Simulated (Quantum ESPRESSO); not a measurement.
# Pd in Quantum ESPRESSO: the effect of target pressure

Pd:

```
Pd
1.0
     0.00000    1.94650    1.94650
     1.94650    0.00000    1.94650
     1.94650    1.94650    0.00000
Pd
1
Direct
  0.00000 0.00000 0.00000
```

Alike in all runs:

* Program: Quantum ESPRESSO 7.5
* Task: relaxation of cell and atoms
* Functional: PBEsol
* Potentials or basis: GBRV 1.5 PBEsol
* Cutoff: 707 eV
* Density cutoff: 5633 eV
* k mesh: 12 × 12 × 12
* Occupations: fermi-dirac, width 0.05 eV
* Spin: no spin polarisation

Each run relaxes the cell or the atoms first.

```tsv
target pressure	relaxed volume (Å³/atom)
0 GPa	14.59
2 GPa	14.45
5 GPa	14.26
10 GPa	13.98
20 GPa	?
30 GPa	13.10
```

**Question.** What does the run with target pressure 20 GPa give?

**Answer.** Relaxed volume 13.50 Å³/atom.

Worked out: In Murnaghan's law V^(-B') rises as a straight line in P. The other rows fit best with B' = 5.1, V0 = 14.59 Å³/atom and B0 = 209 GPa, which gives 13.50 Å³/atom at 20 GPa, against the run's 13.50.
